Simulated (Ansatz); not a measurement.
# Binding curve of graphene on Cu(111), 2 layers of the sheet (64 atoms)

The cell holds 64 atoms: 32 Cu and 32 C. Its edges and angles: a = 8.895 Å, b = 4.934 Å, c = 27.896 Å, α = 90.0°, β = 90.0°, γ = 73.9°. It derives from Cu and C. The starting structure: 2 layer(s) of graphene at its own lattice constant on a slab of Cu(111) strained in the plane by up to 4.0 % to a common cell of 42 Å^2; gaps of 3.25, 3.35 Å as starting values, 15 Å of vacuum, lowest layers held; not relaxed, displaced by a Gaussian of 0.01 Å. Lattice constants are starting values near those of PBE. Regions: Cu(111), 32 atoms (32 Cu); graphene, 32 atoms (32 C). Vacuum lies along c.

Calculated with Ansatz 0.2.0: Kohn-Sham DFT, PBE+D3(BJ), PAW (set soft_2), plane waves; cutoff 420 eV, k-mesh 2×4×1, fermi-dirac smearing of 0.1 eV. The upper part (graphene) is moved rigidly along the normal by z from its relaxed place. Energies are the whole cell less its two frozen parts, over the face of 42.17 Å².

| shift z (Å) | interaction energy (meV/Å²) |
| --- | --- |
| -0.2 | -36.10 |
| +0.0 | -37.47 |
| +0.3 | -34.93 |
| +0.6 | -29.95 |
| +1.0 | -23.14 |
| +1.6 | ? |

**Question.** Fit the universal binding curve to the rows given and extrapolate to the withheld row.

Worked fit:

The universal binding curve is E(z) = −D (1 + z/l) exp(−z/l), whose curvature at z = 0 is D/l². The depth is D = 37.47 meV/Å². A parabola through the rows at −0.2, 0 and +0.3 Å has the curvature 2 {[E(0.3) − E(0)]/0.3 + [E(−0.2) − E(0)]/0.2} / 0.5 = 61.47 meV/Å⁴, so l = √(D / curvature) = 0.781 Å. At z = 1.6 Å, z/l = 2.049.

Prediction at +1.6: -14.72 meV/Å². The run gave -15.34 meV/Å², so the fit is high by 0.61 meV/Å² (4.0 % of the value).

The curve's steepest slope, D/(e l) at z = l, is 2.83 GPa, an estimate of the stress that rigid separation needs. Among the rows given, the largest miss of the fit is at +0.6, by 0.78 meV/Å² (3.5 % of the range of the table).

Limits: The parts are rigid, and they also feel their periodic images through the vacuum. The curve was made for chemical and metallic bonds; the dispersion term here falls off as a power of distance, which it can't follow. The mesh is coarse for these cells.

[Hosts, paths, dates, database ids (printed as entryN), source tags and the programs' standing remarks are cut or masked in the printed files.]
